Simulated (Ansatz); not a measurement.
Crystal: Li.

```
Li
1.0
     0.00000    2.20200    2.20200
     2.20200    0.00000    2.20200
     2.20200    2.20200    0.00000
Li
1
Cartesian
  0.0000 0.0000 0.0000
```

This isn't the form of Li at room conditions, which is bcc.

- Program: Ansatz 0.2.0
- Task: single point
- Functional: PBE
- Potentials or basis: Ansatz PAW
- Cutoff: 420 eV (not typed: the program's choice for these potentials)
- k mesh: 10 × 10 × 10
- Occupations: fermi-dirac, width 0.05 eV
- Spin: no spin polarisation

On this cell: pressure -0.7 GPa; band gap on the k mesh none (metal or under the smearing width).

The same run follows on a disturbed copy (cell strained at random at fixed volume):

```xyz
1
Lattice="-0.0294 2.1895 2.1679 2.2442 -0.0796 2.2181 2.1523 2.1479 0.0123" Properties=species:S:1:pos:R:3 pbc="T T T"
Li    0.0184    0.0007    0.0066
```

Question: What does the disturbed cell give?

Answer: The energy (extrapolated to zero smearing) moves by +2.7 meV/atom; pressure -0.7 GPa; band gap on the k mesh none (metal or under the smearing width).

Stress tensor (GPa, compression positive):
```
-0.67  0.56 -0.28
 0.56 -0.67  0.23
-0.28  0.23 -0.72
```
